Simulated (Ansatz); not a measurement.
# BP (F-43m) in Ansatz: equation of state

How stiff is BP in PBE, and what volume does it want? The cell is scaled to several volumes.

Everything below comes from runs of Ansatz 0.2.0. Logs are shortened: lines on timing, memory, paths and dates and some standing lists are left out, and cuts for length are marked.

**Experimental background.**

From “Equation of state of single-crystal cubic boron phosphide”, 2014, arxiv:1407.1677, for a bulk crystal of BP at 300 K: bulk modulus 179 ± 1 GPa.

The results are compared with them further down.

## (1) The structure

Symmetry: F-43m, No. 216, cubic system. Conventional cell: a = 4.538 Å, b = 4.538 Å, c = 4.538 Å, α = 90.00°, β = 90.00°, γ = 90.00°. P (site symmetry -43m) is surrounded by 4 B at 1.97 Å. B (site symmetry -43m) is surrounded by 4 P at 1.97 Å.

## (2) Single point, PBE, 10.98 Å³/atom (volume scaled by 0.94)

File input.yaml:

```yaml
crystal:
  lattice:
    - [0.0, 2.2226808807, 2.2226808807]
    - [2.2226808807, 0.0, 2.2226808807]
    - [2.2226808807, 2.2226808807, 0.0]
  atoms:
    - { symbol: P, position: [0.75, 0.75, 0.75] }
    - { symbol: B, position: [0.0, 0.0, 0.0] }
hamiltonian:
  xc: pbe
  pseudopotentials: { kind: paw }
kpoints:
  mp_grid: { grid: [10, 10, 10] }
scf:
  occupations: { method: fermi_dirac, width: 0.05 }
output:
  forces: true
  stress: true
  eigenvalues: true
```

Potentials or basis: Ansatz PAW.

Launch:

```sh
ansatz run input.yaml --threads 1 --pin off --max-ram 2560MiB --backend cpu --events-out ev --progress --plain --runs-dir out
```

Standard output:

```text
Warning: RAYON_NUM_THREADS=1 ignored (pool sized by the plan → 1); use --threads N
Engine: ansatz 0.2.0, x86_64-unknown-linux-gnu
Pseudopotentials: kind: paw
Pseudopotential: P, paw, valence charge 5, recommended cutoff 420 eV (normal), P.paw.azcp
Pseudopotential: B, paw, valence charge 3, recommended cutoff 420 eV (normal), B.paw.azcp
Functional definition: PBE
  parameter kappa = 0.804
  parameter beta = 0.06672455060314922
  exchange = pbe_x(kappa = kappa, mu = beta*pi^2/3)
  correlation = pbe_c(beta = beta)
Crystal: 2 atoms, lattice volume = 21.961 Å³
Basis set: ecut = 420 eV, 411 PW (Γ), exchange–correlation on 48×48×48 points (8 copies of the dense FFT grid, shifted against one another)
Bands: 8, of which v1, the nominal top of the filled ones, is band 4 counted from 1 (3 counted from 0)
Symmetry: 24 space group operations
Space group: F-43m (ITA 216), of the structure as read, at distance tolerance 2.8e-5 Å
k-points: 47 of 1000 (time reversal used)
Non-local potential: P, projectors of the file, l = 0: 2, l = 1: 2, l = 2: 2
Non-local potential: B, projectors of the file, l = 0: 2, l = 1: 2, l = 2: 1
PAW form: soft (Blöchl's): semilocal exchange-correlation on the pseudo side does not see the compensation charge
PAW one-centre angular grid: P, 110 points (default); XC on 64 Gauss nodes
PAW one-centre angular grid: B, 110 points (default); XC on 64 Gauss nodes
Initial density: superposition of atomic densities (neutral atoms: chi_scale 0, normalization atom), corrected by the library's trained network
Initial wavefunctions: pseudopotential atomic-orbital guess
Functional: x = pbe(κ = 0.804, μ = 0.2195149727645171), c = pbe(β = 0.06672455060314922)
SCF iter   1: F=—  HF=-912.388293 eV  |F-HF|=—  |Δ(HF+E_count)|=         —  Δρ=1.75e-3  dr2=4.97e-4  ethr=1.77e-3  ⟨swp⟩=6.1  Hψ=3467  notcnv=0
preconditioner: auto → none  [insulator: Δε(μ)=1.151 eV  Ē_g=13.266 eV  σ=0.050 eV  W_gap=1.00  n_scr=0 (ndim 8)  ℏωp=22.4 eV  f_vac=0.000  D(μ)=0.00/eV (n_scr^D=0)  ε∞_Penn≈3.9]
SCF iter   2: F=—  HF=-912.388402 eV  |F-HF|=—  |Δ(HF+E_count)|=   1.09e-4  Δρ=9.11e-4  dr2=1.55e-4  ethr=6.22e-6  ⟨swp⟩=2.4  Hψ=932  notcnv=0
SCF iter   3: F=—  HF=-912.388389 eV  |F-HF|=—  |Δ(HF+E_count)|=   1.24e-5  Δρ=4.02e-4  dr2=1.47e-5  ethr=1.94e-6  ⟨swp⟩=2.0  Hψ=555  notcnv=0
SCF iter   4: F=—  HF=-912.388411 eV  |F-HF|=—  |Δ(HF+E_count)|=   2.22e-5  Δρ=9.84e-5  dr2=2.03e-6  ethr=1.84e-7  ⟨swp⟩=2.0  Hψ=564  notcnv=0
iter 5 did not close the SCF: its close was put off for the readings that it lacked (scf_convergence_deferred on its scf_iter line)
SCF iter   5: F=-912.388411 eV  HF=-912.388411 eV  |F-HF|=3.11e-10  |Δ(HF+E_count)|=   1.06e-8  Δρ=7.17e-6  dr2=9.76e-9  ethr=2.54e-8  ⟨swp⟩=2.3  Hψ=547  notcnv=0
SCF iter   6: F=-912.388411 eV  HF=-912.388411 eV  |F-HF|=7.58e-10  |Δ(HF+E_count)|=   6.78e-9  Δρ=2.36e-6  dr2=1.38e-9  ethr=1.22e-10  ⟨swp⟩=2.6  Hψ=1790  notcnv=0
SCF 1 converged in 6 iterations: F = -912.388411 eV  dr2 = 1.38e-9
SCF converged after 6 iterations
Free energy (F): -912.388411 eV
Harris-Foulkes:  -912.388411 eV  (|F-HF|=7.58e-10)
Internal energy: -912.388411 eV  (E = F + TS)
E sigma→0 (E₀):  -912.388411 eV
Entropy (-TS):   -0.000000 eV (-0.000 meV/atom)
Fermi energy:    10.686501 eV
--- Per-component energies (eV) ---
  E_band       = 27.142081
  E_kinetic    = 124.877364
  E_local      = -63.532312  (includes V_loc(G=0)·N_el)
  E_nonlocal   = 45.461298
  E_hartree    = 16.295448
  E_xc         = -95.917377
  E_vxc        = -101.906275  (∫ρ·V_xc dr)
  E_paw        = -648.131870  (= ΣΔE_a)
  E_vpaw       = -10.348853  (= ΣTr[D̂ρ^β])
  E_aug_tail   = 0.000001  (compensation charges beyond the density's cutoff)
  E_ewald      = -291.440962
  E_smearing   = -0.000000  (= −TS)
  E_closure    = 0.000000  (closes the sum)
  Σ components = -912.388411   (vs F -912.388411, Δ=0.00e0)
--- Forces (eV/Å), atoms counted from 1 ---
  atom   1  P      0.00000000     0.00000000    -0.00000000
  atom   2  B     -0.00000000     0.00000000     0.00000000
  max |Σ_I F_I| component: 3.89e-16 eV/Å
--- Stress (GPa, compression-positive) ---
       12.687007       0.000000      -0.000000
        0.000000      12.687007       0.000000
       -0.000000       0.000000      12.687007
  P = ⅓ Tr σ = 12.6870 GPa (126.870 kbar)
--- Band table (eV; the first three rows and the last of 47) ---
  k-point 0: bands = ["-5.8906", "10.1285", "10.1285", "10.1285", "13.6322", "13.6322", "13.6322", "18.4592"]
  k-point 1: bands = ["-5.7012", "8.7831", "9.8186", "9.8186", "14.0610", "14.0610", "14.1243", "18.9133"]
  k-point 2: bands = ["-5.1395", "6.3495", "9.2346", "9.2346", "14.4250", "14.8000", "14.8000", "19.8905"]
  k-point 46: bands = ["-0.4126", "1.7343", "4.2560", "4.4189", "14.7303", "15.6889", "18.7068", "19.1800"]
```

Wall time 0.68 s (1 thread of INTEL XEON PLATINUM 8581C at 2.30GHz (Emerald Rapids), shared host); peak memory 0.32 GiB.

What came out:

| Item | Value |
| --- | --- |
| Free energy | -912.3884 eV |
| Pressure | 12.7 GPa |
| Band gap on the k mesh | 1.16 eV, indirect (least direct gap 3.50 eV) |

## (3) Single point, PBE, 11.21 Å³/atom (volume scaled by 0.96)

input.yaml, as its differences from that of step 2:

```diff
@@ -2,5 +2,5 @@
   lattice:
-    - [0.0, 2.2226808807, 2.2226808807]
-    - [2.2226808807, 0.0, 2.2226808807]
-    - [2.2226808807, 2.2226808807, 0.0]
+    - [0.0, 2.2383340787, 2.2383340787]
+    - [2.2383340787, 0.0, 2.2383340787]
+    - [2.2383340787, 2.2383340787, 0.0]
   atoms:
```

Potentials or basis: Ansatz PAW.

Launch:

```sh
ansatz run input.yaml --threads 1 --pin off --max-ram 2560MiB --backend cpu --events-out ev --progress --plain --runs-dir out
```

Wall time 0.71 s (1 thread of INTEL XEON PLATINUM 8581C at 2.30GHz (Emerald Rapids), shared host); peak memory 0.32 GiB.

The run converged. Its results:

```yaml
Free_energy: -912.4192 eV
Pressure: 8.5 GPa
Band_gap_on_the_k_mesh: 1.19 eV, indirect (least direct gap 3.47 eV)
```

## (4) Single point, PBE, 11.45 Å³/atom (volume scaled by 0.98)

input.yaml, as its differences from that of step 3:

```diff
@@ -2,5 +2,5 @@
   lattice:
-    - [0.0, 2.2383340787, 2.2383340787]
-    - [2.2383340787, 0.0, 2.2383340787]
-    - [2.2383340787, 2.2383340787, 0.0]
+    - [0.0, 2.2537713532, 2.2537713532]
+    - [2.2537713532, 0.0, 2.2537713532]
+    - [2.2537713532, 2.2537713532, 0.0]
   atoms:
```

Launch:

```sh
ansatz run input.yaml --threads 1 --pin off --max-ram 2560MiB --backend cpu --events-out ev --progress --plain --runs-dir out
```

It took 0.67 s on 1 thread of INTEL XEON PLATINUM 8581C at 2.30GHz (Emerald Rapids), shared host; peak memory 0.31 GiB.

Results (log left out):

- Free energy: -912.4381 eV
- Pressure: 4.6 GPa
- Band gap on the k mesh: 1.22 eV, indirect (least direct gap 3.43 eV)

## (5) Single point, PBE, 11.68 Å³/atom

input.yaml, as its differences from that of step 4:

```diff
@@ -2,5 +2,5 @@
   lattice:
-    - [0.0, 2.2537713532, 2.2537713532]
-    - [2.2537713532, 0.0, 2.2537713532]
-    - [2.2537713532, 2.2537713532, 0.0]
+    - [0.0, 2.269, 2.269]
+    - [2.269, 0.0, 2.269]
+    - [2.269, 2.269, 0.0]
   atoms:
@@ -19 +19,5 @@
   eigenvalues: true
+  write_density: true
+  write_potential: true
+  elf: true
+  volumetric_format: npy
```

Potentials or basis: Ansatz PAW.

Launch:

```sh
ansatz run input.yaml --threads 1 --pin off --max-ram 2560MiB --backend cpu --events-out ev --progress --plain --runs-dir out
```

Standard output:

```text
Warning: RAYON_NUM_THREADS=1 ignored (pool sized by the plan → 1); use --threads N
Engine: ansatz 0.2.0, x86_64-unknown-linux-gnu
Pseudopotentials: kind: paw
Pseudopotential: P, paw, valence charge 5, recommended cutoff 420 eV (normal), P.paw.azcp
Pseudopotential: B, paw, valence charge 3, recommended cutoff 420 eV (normal), B.paw.azcp
Functional definition: PBE
  parameter kappa = 0.804
  parameter beta = 0.06672455060314922
  exchange = pbe_x(kappa = kappa, mu = beta*pi^2/3)
  correlation = pbe_c(beta = beta)
Crystal: 2 atoms, lattice volume = 23.363 Å³
Basis set: ecut = 420 eV, 459 PW (Γ), exchange–correlation on 48×48×48 points (8 copies of the dense FFT grid, shifted against one another)
Bands: 8, of which v1, the nominal top of the filled ones, is band 4 counted from 1 (3 counted from 0)
Symmetry: 24 space group operations
Space group: F-43m (ITA 216), of the structure as read, at distance tolerance 2.9e-5 Å
k-points: 47 of 1000 (time reversal used)
Non-local potential: P, projectors of the file, l = 0: 2, l = 1: 2, l = 2: 2
Non-local potential: B, projectors of the file, l = 0: 2, l = 1: 2, l = 2: 1
PAW form: soft (Blöchl's): semilocal exchange-correlation on the pseudo side does not see the compensation charge
PAW one-centre angular grid: P, 110 points (default); XC on 64 Gauss nodes
PAW one-centre angular grid: B, 110 points (default); XC on 64 Gauss nodes
Initial density: superposition of atomic densities (neutral atoms: chi_scale 0, normalization atom), corrected by the library's trained network
Initial wavefunctions: pseudopotential atomic-orbital guess
Functional: x = pbe(κ = 0.804, μ = 0.2195149727645171), c = pbe(β = 0.06672455060314922)
SCF iter   1: F=—  HF=-912.446329 eV  |F-HF|=—  |Δ(HF+E_count)|=         —  Δρ=1.58e-3  dr2=5.16e-4  ethr=1.77e-3  ⟨swp⟩=6.1  Hψ=3482  notcnv=0
preconditioner: auto → none  [insulator: Δε(μ)=1.239 eV  Ē_g=12.799 eV  σ=0.050 eV  W_gap=1.00  n_scr=0 (ndim 8)  ℏωp=21.7 eV  f_vac=0.000  D(μ)=0.00/eV (n_scr^D=0)  ε∞_Penn≈3.9]
SCF iter   2: F=—  HF=-912.446468 eV  |F-HF|=—  |Δ(HF+E_count)|=   1.39e-4  Δρ=8.76e-4  dr2=1.76e-4  ethr=6.45e-6  ⟨swp⟩=2.3  Hψ=925  notcnv=0
SCF iter   3: F=—  HF=-912.446433 eV  |F-HF|=—  |Δ(HF+E_count)|=   3.48e-5  Δρ=4.09e-4  dr2=1.84e-5  ethr=2.20e-6  ⟨swp⟩=2.1  Hψ=534  notcnv=0
SCF iter   4: F=—  HF=-912.446455 eV  |F-HF|=—  |Δ(HF+E_count)|=   2.18e-5  Δρ=1.32e-4  dr2=5.03e-6  ethr=2.30e-7  ⟨swp⟩=2.0  Hψ=564  notcnv=0
SCF iter   5: F=—  HF=-912.446453 eV  |F-HF|=—  |Δ(HF+E_count)|=   1.23e-6  Δρ=3.82e-5  dr2=4.29e-7  ethr=6.29e-8  ⟨swp⟩=2.0  Hψ=527  notcnv=0
SCF iter   6: F=-912.446453 eV  HF=-912.446453 eV  |F-HF|=2.73e-8  |Δ(HF+E_count)|=   1.09e-7  Δρ=1.13e-5  dr2=3.80e-8  ethr=1.25e-9  ⟨swp⟩=9.1  Hψ=2611  notcnv=0
SCF 1 converged in 6 iterations: F = -912.446453 eV  dr2 = 3.80e-8
SCF converged after 6 iterations
Free energy (F): -912.446453 eV
Harris-Foulkes:  -912.446453 eV  (|F-HF|=2.73e-8)
Internal energy: -912.446453 eV  (E = F + TS)
E sigma→0 (E₀):  -912.446453 eV
Entropy (-TS):   -0.000000 eV (-0.000 meV/atom)
Fermi energy:    9.867474 eV
--- Per-component energies (eV) ---
  E_band       = 22.181408
  E_kinetic    = 121.696466
  E_local      = -67.907639  (includes V_loc(G=0)·N_el)
  E_nonlocal   = 45.026257
  E_hartree    = 17.052463
  E_xc         = -94.859231
  E_vxc        = -100.531419  (∫ρ·V_xc dr)
  E_paw        = -647.963252  (= ΣΔE_a)
  E_vpaw       = -10.207472  (= ΣTr[D̂ρ^β])
  E_aug_tail   = 0.000001  (compensation charges beyond the density's cutoff)
  E_ewald      = -285.491518
  E_smearing   = -0.000000  (= −TS)
  E_closure    = 0.000000  (closes the sum)
  Σ components = -912.446453   (vs F -912.446453, Δ=0.00e0)
--- Forces (eV/Å), atoms counted from 1 ---
  atom   1  P      0.00000000     0.00000000     0.00000000
  atom   2  B     -0.00000000     0.00000000    -0.00000000
  max |Σ_I F_I| component: 3.33e-16 eV/Å
--- Stress (GPa, compression-positive) ---
        1.132218       0.000000      -0.000000
        0.000000       1.132218       0.000000
       -0.000000       0.000000       1.132218
  P = ⅓ Tr σ = 1.1322 GPa (11.322 kbar)
--- Band table (eV; the first three rows and the last of 47) ---
  k-point 0: bands = ["-6.1924", "9.2644", "9.2644", "9.2644", "12.6683", "12.6683", "12.6683", "16.6360"]
  k-point 1: bands = ["-6.0124", "7.9644", "8.9703", "8.9703", "13.0750", "13.0750", "13.1015", "17.1574"]
  k-point 2: bands = ["-5.4791", "5.6238", "8.4118", "8.4118", "13.2961", "13.7919", "13.7919", "18.3301"]
  k-point 46: bands = ["-1.0939", "1.1395", "3.7381", "3.9077", "13.8668", "14.6721", "17.4894", "17.9350"]
```

Wall time 0.91 s (1 thread of INTEL XEON PLATINUM 8581C at 2.30GHz (Emerald Rapids), shared host); peak memory 0.3 GiB.

Results:

```
Free energy            : -912.4465 eV
Pressure               : 1.1 GPa
Band gap on the k mesh : 1.24 eV, indirect (least direct gap 3.40 eV)
```

## (6) Single point, PBE, 11.92 Å³/atom (volume scaled by 1.02)

input.yaml, as its differences from that of step 5:

```diff
@@ -2,5 +2,5 @@
   lattice:
-    - [0.0, 2.269, 2.269]
-    - [2.269, 0.0, 2.269]
-    - [2.269, 2.269, 0.0]
+    - [0.0, 2.284026928, 2.284026928]
+    - [2.284026928, 0.0, 2.284026928]
+    - [2.284026928, 2.284026928, 0.0]
   atoms:
@@ -19,5 +19 @@
   eigenvalues: true
-  write_density: true
-  write_potential: true
-  elf: true
-  volumetric_format: npy
```

Potentials or basis: Ansatz PAW.

Launch:

```sh
ansatz run input.yaml --threads 1 --pin off --max-ram 2560MiB --backend cpu --events-out ev --progress --plain --runs-dir out
```

Wall time 0.72 s (1 thread of INTEL XEON PLATINUM 8581C at 2.30GHz (Emerald Rapids), shared host); peak memory 0.32 GiB.

It converged, with:

```
Free energy            : -912.4450 eV
Pressure               : -2.0 GPa
Band gap on the k mesh : 1.27 eV, indirect (least direct gap 3.38 eV)
```

## (7) Single point, PBE, 12.15 Å³/atom (volume scaled by 1.04)

input.yaml, as its differences from that of step 6:

```diff
@@ -2,5 +2,5 @@
   lattice:
-    - [0.0, 2.284026928, 2.284026928]
-    - [2.284026928, 0.0, 2.284026928]
-    - [2.284026928, 2.284026928, 0.0]
+    - [0.0, 2.2988586873, 2.2988586873]
+    - [2.2988586873, 0.0, 2.2988586873]
+    - [2.2988586873, 2.2988586873, 0.0]
   atoms:
@@ -19 +19,5 @@
   eigenvalues: true
+  write_density: true
+  write_potential: true
+  elf: true
+  volumetric_format: npy
```

Launch:

```sh
ansatz run input.yaml --threads 1 --pin off --max-ram 2560MiB --backend cpu --events-out ev --progress --plain --runs-dir out
```

It took 0.91 s on 1 thread of INTEL XEON PLATINUM 8581C at 2.30GHz (Emerald Rapids), shared host; peak memory 0.33 GiB.

It converged, with:

- Free energy: -912.4348 eV
- Pressure: -4.9 GPa
- Band gap on the k mesh: 1.30 eV, indirect (least direct gap 3.35 eV)

## (8) Single point, PBE, 12.38 Å³/atom (volume scaled by 1.06)

input.yaml, as its differences from that of step 7:

```diff
@@ -2,5 +2,5 @@
   lattice:
-    - [0.0, 2.2988586873, 2.2988586873]
-    - [2.2988586873, 0.0, 2.2988586873]
-    - [2.2988586873, 2.2988586873, 0.0]
+    - [0.0, 2.3135014941, 2.3135014941]
+    - [2.3135014941, 0.0, 2.3135014941]
+    - [2.3135014941, 2.3135014941, 0.0]
   atoms:
```

Launch:

```sh
ansatz run input.yaml --threads 1 --pin off --max-ram 2560MiB --backend cpu --events-out ev --progress --plain --runs-dir out
```

It took 0.93 s on 1 thread of INTEL XEON PLATINUM 8581C at 2.30GHz (Emerald Rapids), shared host; peak memory 0.33 GiB.

It converged, with:

* Free energy: -912.4166 eV
* Pressure: -7.5 GPa
* Band gap on the k mesh: 1.32 eV, indirect (least direct gap 3.32 eV)

## (9) Equation of state, PBE

Potentials or basis: Ansatz PAW.

No new run: the results of the series are fitted here.

What came out:

```yaml
Equilibrium_volume: 11.76 Å³/atom
Bulk_modulus: 162 GPa
Pressure_derivative_of_the_bulk_modulus: 3.8
```

Energy against volume, from the lowest point:
| volume (Å³/atom) | energy (meV/atom) |
| --- | --- |
| 10.981 | 29.02 |
| 11.214 | 13.65 |
| 11.448 | 4.17 |
| 11.682 | 0.00 |
| 11.915 | 0.71 |
| 12.149 | 5.82 |
| 12.383 | 14.93 |

## (10) Against experiment

Step 9. Measured bulk modulus of BP: 179 GPa (300 K; “Equation of state of single-crystal cubic boron phosphide”, 2014, arxiv:1407.1677). This calculation gives 162 GPa (-9.6 %). 3 values of this kind are on record (173 to 179 GPa); this one was drawn at random among those near their median, those with a stated uncertainty first. The fit is for a static lattice scaled at fixed shape and fixed fractional positions.
